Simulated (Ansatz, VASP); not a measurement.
## Two plane-wave programs on ZnS

```
Zn S
1.0
     2.69314    2.69314    0.00000
    -2.69314    2.69314    0.00000
     0.00000    0.00000    5.60558
Zn S
2 2
Direct
  0.00000 0.00000 0.00000
  0.50000 0.50000 0.50000
  0.50000 0.00000 0.75000
  0.00000 0.50000 0.25000
```

Change from the starting cell: uniaxial strain along c, a, b and atoms relaxed: +3.0 %.

Alike in both runs: functional PBE; k mesh 8 × 8 × 6; occupations gaussian, width 0.02 eV; no spin polarisation.

Ansatz relaxed the structure, and its values are those at the end. VASP's run is a single point on that final structure, the one shown.

|  | VASP | Ansatz |
| --- | --- | --- |
| version | VASP 6.6.1 | Ansatz 0.2.0 |
| potentials or method | VASP PAW PBE potentials, release 64 (Zn, S) | scalar-relativistic, plane waves, PAW |
| plane-wave cutoff (eV) | 520 | 420 |
| valence electrons in the cell | 36 | 36 |

Ansatz gave:

| Item | Value |
| --- | --- |
| gap on the k mesh at the Fermi level (eV) | 1.92 |
| least direct gap on the mesh (eV) | 1.92 |
| pressure (GPa) | -0.6 |

Estimate VASP's values.

gap on the k mesh at the Fermi level (eV): 1.93; least direct gap on the mesh (eV): 1.93; pressure (GPa): -0.5.

With one functional, cell and mesh, what is left measures potentials, basis and numerics.
